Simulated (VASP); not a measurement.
# PbS in VASP: single point with PBEsol

Aim: the single point of PbS with PBEsol.

Program: VASP 6.6.1. These are calculated values, not measurements. Logs are shortened: lines on timing, memory, paths and dates and some standing lists are left out, and cuts for length are marked.

**1. Starting point**

The cell holds a slab with vacuum, 4 atoms: a = 11.298 Å, b = 4.250 Å, c = 4.250 Å, α = 89.97°, β = 90.00°, γ = 90.00°.

**2. Single point, PBEsol**

INCAR reads:

```
SYSTEM = PbS
  ALGO = Fast
  EDIFF = 1E-6
  ENCUT = 520
  GGA = PS
  ISIF = 2
  ISMEAR = 0
  LASPH = .True.
  LCHARG = .False.
  LREAL = .False.
  LWAVE = .False.
  NBANDS = 28
  NELM = 100
  PREC = Accurate
  SIGMA = 0.05
```

KPOINTS reads:

```
k-points
0
Gamma
  4 6 6
  0 0 0
```

POSCAR reads:

```
PbS
1.0
   11.2982770800      0.0000000000      0.0000000000
    0.0000000000      3.0043750300      3.0061807900
    0.0000000000     -3.0043750300      3.0061807900
Pb S
2 2
Direct
    0.6245814000      0.2566380300      0.7566380300
    0.3754186000      0.7566380300      0.2566380300
    0.6136752500      0.7643619700      0.2643619700
    0.3863247500      0.2643619700      0.7643619700
```

Potentials or basis: VASP PAW PBE potentials, release 64 (Pb_d, S).

The run is started by

```bash
cat potpaw_PBE.64/Pb_d/POTCAR potpaw_PBE.64/S/POTCAR > POTCAR
mpirun -np 1 vasp_std > vasp.out
```

OUTCAR:

```text
SYSTEM = PbS
   EDIFF = 1E-6
   ENCUT = 520
   GGA = PS
   ISIF = 2
   ISMEAR = 0
   LASPH = .True.
   LREAL = .False.
   NELM = 100
   PREC = Accurate

 ion  position               nearest neighbor table
   1  0.625  0.257  0.757-   4 2.69   3 2.96   3 3.01   3 3.01   3 3.06   2 4.12   2 4.12   2 4.12
                             2 4.12
   2  0.375  0.757  0.257-   3 2.69   4 2.96   4 3.01   4 3.01   4 3.06   1 4.12   1 4.12   1 4.12
                             1 4.12
   3  0.614  0.764  0.264-   2 2.69   1 2.96   1 3.01   1 3.01   1 3.06
   4  0.386  0.264  0.764-   1 2.69   2 2.96   2 3.01   2 3.01   2 3.06

  LATTYP: Found a base centered orthorhombic cell.
 ALAT       =     6.0087500600
 B/A-ratio  =     1.0006010435
 C/A-ratio  =     1.8803040511

  Lattice vectors:

 A1 = (   0.0000000000,   3.0043750300,  -3.0061807900)
 A2 = (   0.0000000000,   3.0043750300,   3.0061807900)
 A3 = (  11.2982770800,   0.0000000000,   0.0000000000)

Analysis of symmetry for initial positions (statically):
=====================================================================
 Subroutine PRICEL returns:
 Original cell was already a primitive cell.

 Routine SETGRP: Setting up the symmetry group for a
 base centered orthorhombic supercell.

 Subroutine GETGRP returns: Found  4 space group operations
 (whereof  2 operations were pure point group operations)
 out of a pool of  8 trial point group operations.

The static configuration has the point symmetry C_2 .
 The point group associated with its full space group is C_2v.

Analysis of symmetry for dynamics (positions and initial velocities):
=====================================================================
 Subroutine PRICEL returns:
 Original cell was already a primitive cell.

 Routine SETGRP: Setting up the symmetry group for a
 base centered orthorhombic supercell.

 Subroutine GETGRP returns: Found  4 space group operations
 (whereof  2 operations were pure point group operations)
 out of a pool of  8 trial point group operations.

The dynamic configuration has the point symmetry C_2 .
 The point group associated with its full space group is C_2v.

 Subroutine INISYM returns: Found  4 space group operations
 (whereof  2 operations are pure point group operations),
 and found     1 'primitive' translations

[... 89 lines left out ...]
   PREC   = accura    normal or accurate (medium, high low for compatibility)
   ISTART =      0    job   : 0-new  1-cont  2-samecut
   ICHARG =      2    charge: 1-file 2-atom 10-const
   ISPIN  =      1    spin polarized calculation?
   LNONCOLLINEAR =      F non collinear calculations
   LSORBIT =      F    spin-orbit coupling
   LASPH  =      T    aspherical Exc in radial PAW
   ENCUT  =  520.0 eV  38.22 Ry    6.18 a.u.  21.01  7.90  7.90*2*pi/ulx,y,z
   NELM   =    100;   NELMIN=  2; NELMDL= -5     # of ELM steps
   EDIFF  = 0.1E-05   stopping-criterion for ELM
   LREAL  =      F    real-space projection
[... 7 lines left out ...]
   TEBEG  =    0.0;   TEEND  =   0.0 temperature during run
   PSTRESS=    0.0 pullay stress
   NELECT =      40.0000    total number of electrons
   NUPDOWN=      -1.0000    fix difference up-down
   EMIN   =  10.00;   EMAX   =-10.00  energy-range for DOS
   EFERMI =   0.00;   METHOD = LEGACY
   ISMEAR =     0;   SIGMA  =   0.05  broadening in eV -4-tet -1-fermi 0-gaus
   EFERMI_NEDOS =   21; number of points for ismear=-14 and -15
   IALGO  =     68    algorithm
   IMIX   =      4    mixing-type and parameters
     AMIX     =   0.40;   BMIX     =  1.00
     AMIX_MAG =   1.60;   BMIX_MAG =  1.00
  volume/ion in A,a.u.               =      51.02       344.31
  Fermi-wavevector in a.u.,A,eV,Ry     =   0.950950  1.797035 12.303828  0.904306
  Thomas-Fermi vector in A             =   2.079375
   LORBIT       =      0    0 simple, 1 ext, 2 COOP (PROOUT), +10 PAW based schemes
   GGA     = PS    functional components
   LHFCALC =     F    Hartree Fock is set to
   AEXX    =    0.0000 exact exchange contribution
   IVDW    =     0    specifies the selected vdW correction
   LEPSILON=     F    determine dielectric tensor
   LRPA    =     F    only Hartree local field effects (RPA)
 non-spin polarized calculation
 RMM-DIIS sequential band-by-band and
 Gauss-broadening in eV      SIGMA  =   0.05
  energy-cutoff  :      520.00
  volume of cell :      204.09
 maximum number of plane-waves:      5522
   NGX = 43   NGY = 15   NGZ = 15

 number of electron      39.9999997 magnetization

 Free energy of the ion-electron system (eV)
  ---------------------------------------------------
  ext. energy  EPLUGINS =         0.00000000
  ---------------------------------------------------
  free energy    TOTEN  =       -18.49391965 eV

  energy without entropy =      -18.49391965  energy(sigma->0) =      -18.49391965

 E-fermi :   0.3893     XC(G=0):  -5.9000

 val. band max:        0.0938271605   @ k =   0.5000   0.3333   0.0000
 cond. band min:       2.0917994009   @ k =   0.5000   0.5000   0.0000
 fundamental gap:      1.9979722403
 Fermi energy:         0.3892626349

 k-point     1 :       0.0000    0.0000    0.0000
  band No.  band energies     occupation
      1     -15.9648      2.00000
      2     -15.8636      2.00000
      3     -15.8457      2.00000
      4     -15.8447      2.00000
      5     -15.8271      2.00000
      6     -15.8253      2.00000
[... 733 lines left out ...]
     27       6.1123      0.00000
     28       7.0504      0.00000

 [... further k-points ...]

------------------------ aborting loop because EDIFF is reached ----------------------------------------

  FORCE on cell =-STRESS in cart. coord.  units (eV):
  Direction    XX          YY          ZZ          XY          YZ          ZX
  --------------------------------------------------------------------------------------
  -------------------------------------------------------------------------------------
  Total       -1.2172165     -1.9700419     -1.9652752      0.0000000      0.0000000      0.0000000
  in kB       -9.5557982    -15.4658780    -15.4284571      0.0000000      0.0000000      0.0000000
  external PRESSURE =     -13.4833778 kB  Pullay stress =       0.0000000 kB

 VOLUME and BASIS-vectors are now :
 -----------------------------------------------------------------------------
  energy-cutoff  :      520.00
  volume of cell :      204.09
      direct lattice vectors                 reciprocal lattice vectors
    11.298277080  0.000000000  0.000000000     0.088509070  0.000000000  0.000000000
     0.000000000  3.004375030  3.006180790     0.000000000  0.166423963  0.166323995
     0.000000000 -3.004375030  3.006180790     0.000000000 -0.166423963  0.166323995

 POSITION                                       TOTAL-FORCE (eV/Angst)
 -----------------------------------------------------------------------------------
      7.05669     -1.50219      3.04609        -0.263513      0.000000     -0.002741
      4.24158      1.50219      3.04609         0.263513      0.000000     -0.002741
      6.93347      1.50219      3.09253        -0.164625      0.000000      0.002741
      4.36480     -1.50219      3.09253         0.164625      0.000000      0.002741
 -----------------------------------------------------------------------------------
    total drift:                                0.000000     -0.000002     -0.000749

  FREE ENERGIE OF THE ION-ELECTRON SYSTEM (eV)
  ---------------------------------------------------
  free  energy   TOTEN  =       -18.4939196491 eV

  energy  without entropy=      -18.4939196491  energy(sigma->0) =      -18.49391965
```

stdout:

```text
POSCAR found type information on POSCAR PbS
 POSCAR found :  2 types and       4 ions
 scaLAPACK will be used
 -----------------------------------------------------------------------------
|                                                                             |
|                                                                             |
|     You enforced a specific xc type in the INCAR file but a different       |
|     I HOPE YOU KNOW WHAT YOU ARE DOING!                                     |
|                                                                             |
 -----------------------------------------------------------------------------

 LDA part: xc-table for (Slater+PW92), standard interpolation
 POSCAR, INCAR and KPOINTS ok, starting setup
 FFT: planning ... GRIDC
 FFT: planning ... GRID_SOFT
 FFT: planning ... GRID
 WAVECAR not read
 entering main loop
```

Run time: 5.9 min. Hardware: 1 thread of AMD EPYC 7R43 (Zen 3), shared host; peak memory 0.36 GiB.

What came out:

- Free energy: -18.4939 eV
- Largest force: 0.264 eV/Å
- Band gap on the k mesh: 2.00 eV, indirect (least direct gap 2.02 eV)

Forces in eV/Å, atoms in the order of the input:
```
Pb  -0.264  0.000 -0.003
Pb   0.264  0.000 -0.003
S   -0.165  0.000  0.003
S    0.165  0.000  0.003
```

Caveat: the PAW data sets were made with another functional, which shifts forces and pressure a little; spin-orbit coupling is left out, which as a rule narrows the gap of such compounds by several tenths of an eV.
